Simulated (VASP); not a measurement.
Set up this calculation in VASP 6.6.1, as the native input.

- Task: relaxation of cell and atoms
- Functional: rev-vdW-DF2
- Potentials or basis: VASP PAW PBE potentials, release 64 (Si, Se)
- Cutoff: 600 eV
- k mesh: 6 × 6 × 6
- Occupations: gaussian, width 0.03 eV
- Spin: no spin polarisation
- Further INCAR settings: ALGO = Normal; EDIFF = 1e-06; IBRION = 2; EDIFFG = -0.01; NSW = 90; ISIF = 3

The structure of SiSe2 lies in POSCAR:

```
SiSe2
1.0
   -3.1120167935      5.0102208757      2.9354492816
    3.1120167935     -5.0102208757      2.9354492816
    3.1120167935      5.0102208757     -2.9354492816
Si Se
2 4
Direct
    0.7500000000      0.7500000000      0.0000000000
    0.2500000000      0.2500000000      0.0000000000
    0.1206518800      0.2032192000      0.3238710800
    0.8793481200      0.7967808000      0.6761289200
    0.3793481200      0.7032192000      0.0825673300
    0.6206518800      0.2967808000      0.9174326700
```

The cell is a database's computed one.

These files were run (other wordings do the same):

INCAR

```
PREC = Accurate ; ENCUT = 600
EDIFF = 1E-6 ; ISMEAR = 0
SIGMA = 0.03 ; LREAL = False
LASPH = True ; NELM = 80
ALGO = Normal ; ISIF = 3
LWAVE = False ; LCHARG = False
GGA = MK ; LUSE_VDW = True
AGGAC = 0.0 ; PARAM1 = 0.1234
PARAM2 = 0.711357 ; ZAB_VDW = -1.8867
IBRION = 2 ; NSW = 90
EDIFFG = -0.01 ; KPAR = 2
```

KPOINTS

```
Automatic mesh
0
Gamma
  6 6 6
```

Potentials or basis: VASP PAW PBE potentials, release 64 (Si, Se).

The run is started by

```bash
$ cat potpaw_PBE.64/Si/POTCAR potpaw_PBE.64/Se/POTCAR > POTCAR
$ mpirun -np 2 vasp_std > vasp.out
```

It gave:

```json
{
 "Relaxed volume": "27.80 Å³/atom",
 "Relaxed cell": "a = 6.318 Å, b = 6.318 Å, c = 6.318 Å, α = 123.34°, β = 83.50°, γ = 124.30°",
 "Space group after relaxing (to 0.05 Å)": "Ibam (No. 72)",
 "Energy gained by relaxing": "13.4 meV/atom",
 "Ionic steps": "19",
 "Pressure after relaxing": "0.0 GPa",
 "Largest force after relaxing": "0.004 eV/Å",
 "Band gap on the k mesh": "1.46 eV, indirect (least direct gap 1.66 eV)"
}
```

Caveat: the PAW data sets were made with another functional, which shifts forces and pressure a little.

It took 28 min on 2 MPI ranks on AMD EPYC 9R45 96-Core Processor (Zen 5), with other jobs on the host, peak memory 1.2 GiB a rank.
